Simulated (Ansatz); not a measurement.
What spin–orbit coupling does to the bands of Ge

```
Ge
1.0
     0.00000    2.82877    2.82877
     2.82877    0.00000    2.82877
     2.82877    2.82877    0.00000
Ge
2
Direct
  0.50000 0.50000 0.50000
  0.75000 0.75000 0.75000
```

Atoms are numbered in the order listed.

Structure: COD 9011050, as refined from experiment and not relaxed.

All numbers are computed: DFT, PBE, all-electron LAPW, scalar-relativistic (Ansatz 0.2.0); DFT, PBE, all-electron LAPW, Dirac equation with spin-orbit coupling (Ansatz 0.2.0).

The runs use a Γ-centred 10×10×10 k mesh, Fermi–Dirac smearing of 0.05 eV, basis error target 0.25 meV/atom, no spin polarisation.

Levels between -6 and 2 eV, each run counted from its own valence-band top where it has a gap, else its Fermi level. Scalar levels are listed once for both spins; with the coupling every spinor state is counted. Levels near the edges of the range can cross them.

Q: At Γ (0.000, 0.000, 0.000) the scalar-relativistic levels are 0.00 (×3), 0.04. What are they with spin–orbit coupling?

A: -0.28 (×2), -0.04 (×2), 0.02 (×4).

Q: At W (0.500, 0.250, 0.750) the scalar-relativistic levels are -3.90 (×2). What are they with spin–orbit coupling?

A: -4.02 (×2), -3.95 (×2).

Q: Without the coupling the gap is 0.04 eV, direct at Γ (so small a gap may close at points that the mesh and path miss). And with it?

A: It is closed.
